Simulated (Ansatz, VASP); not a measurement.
**TiC in VASP and in Ansatz**

```
Ti C
1.0
     0.00000    2.16641    2.16641
     2.16641    0.00000    2.16641
     2.16641    2.16641    0.00000
Ti C
1 1
Direct
  0.00000 0.00000 0.00000
  0.50000 0.50000 0.50000
```

Alike in both runs: functional PBE; k mesh 16 × 16 × 16; occupations gaussian, width 0.1 eV; no spin polarisation.

Ansatz relaxed the structure, and its values are those at the end. VASP's run is a single point on that final structure, the one shown.

|  | VASP | Ansatz |
| --- | --- | --- |
| version | VASP 6.6.1 | Ansatz 0.2.0 |
| potentials or method | VASP PAW PBE potentials, release 64 (Ti_sv, C) | scalar-relativistic, plane waves, PAW |
| plane-wave cutoff (eV) | 520 | 420 |
| valence electrons in the cell | 16 | 16 |

Ansatz gave:

| Item | Value |
| --- | --- |
| gap on the k mesh at the Fermi level (eV) | none |
| pressure (GPa) | 0.0 |

Task: Estimate VASP's values.

Result: gap on the k mesh at the Fermi level (eV): none; pressure (GPa): 0.2.

A gap of «none» marks a metal or a gap that the smearing closes.
